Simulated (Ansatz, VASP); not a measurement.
**Two plane-wave programs on ScAl3**

```xyz
4
Lattice="4.1053 0.0000 0.0000 0.0000 4.1053 0.0000 0.0000 0.0000 4.1053" Properties=species:S:1:pos:R:3 pbc="T T T"
Sc    0.0000    0.0000    0.0000
Al    2.0527    0.0000    2.0527
Al    0.0000    2.0527    2.0527
Al    2.0527    2.0527    0.0000
```

Alike in both runs: task relaxation of cell and atoms; functional PBE; k mesh 10 × 10 × 10; occupations fermi-dirac, width 0.15 eV; no spin polarisation.

|  | VASP | Ansatz |
| --- | --- | --- |
| version | VASP 6.6.1 | Ansatz 0.2.0 |
| potentials or method | VASP PAW PBE potentials, release 64 (Sc_sv, Al) | scalar-relativistic, plane waves, PAW |
| plane-wave cutoff (eV) | 600 | 420 |
| valence electrons in the cell | 20 | 20 |

VASP gave:

| Item | Value |
| --- | --- |
| gap on the k mesh at the Fermi level, each at its own relaxed structure (eV) | none |
| relaxed volume (Å³/atom) | 17.34 |
| relaxed cell length with the largest relative difference (Å) | 4.109 |

Task: Which values does Ansatz return?

Result: gap on the k mesh at the Fermi level, each at its own relaxed structure (eV): none; relaxed volume (Å³/atom): 17.33; relaxed cell length with the largest relative difference (Å): 4.108.

A gap of «none» marks a metal or a gap that the smearing closes.
